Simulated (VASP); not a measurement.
A run of VASP 6.6.1:

INCAR

```
PREC     = Accurate       # precision mode
ENCUT    = 600            # plane-wave cutoff, eV
EDIFF    = 1E-7           # SCF threshold, eV
ISMEAR   = 1              # smearing method
SIGMA    = 0.1            # smearing width, eV
LREAL    = False          # projectors in reciprocal space
LASPH    = True           # aspherical terms in the spheres
NELM     = 80             # most SCF steps
ALGO     = Normal         # electronic algorithm
ISIF     = 4              # what is computed and relaxed
LWAVE    = False          # write WAVECAR
LCHARG   = False          # write CHGCAR
GGA      = PS             # functional
IBRION   = 2              # ionic algorithm
NSW      = 40             # ionic steps
EDIFFG   = -0.01          # ionic threshold
```

The input KPOINTS:

```
Automatic mesh
0
Gamma
  15 15 8
```

The input POSCAR:

```
Re                                      
1.0
    2.8020639426      0.0000000000      0.0000000000
   -1.4010319713      2.4266585573     -0.0000000000
   -0.0000000000      0.0000000000      4.5393417694
  Re            
     2
Direct
     0.3333333332999970    0.6666666667000030    0.2500000000000000
     0.6666666667000030    0.3333333332999970    0.7500000000000000
```

Potentials or basis: VASP PAW PBE potentials, release 64 (Re).

Launch:

```sh
$ cat potpaw_PBE.64/Re/POTCAR > POTCAR
$ mpirun -np 1 vasp_std > vasp.out
```

Hardware: 1 thread of Intel(R) Xeon(R) 6975P-C (Granite Rapids) (shared host).

Question: Estimate the wall time of this run.

Answer: Run time: 20 s on 1 thread of Intel(R) Xeon(R) 6975P-C (Granite Rapids), on a shared host, peak memory 0.18 GiB. Counts: scf iterations 11, k points 135, ion steps 1.
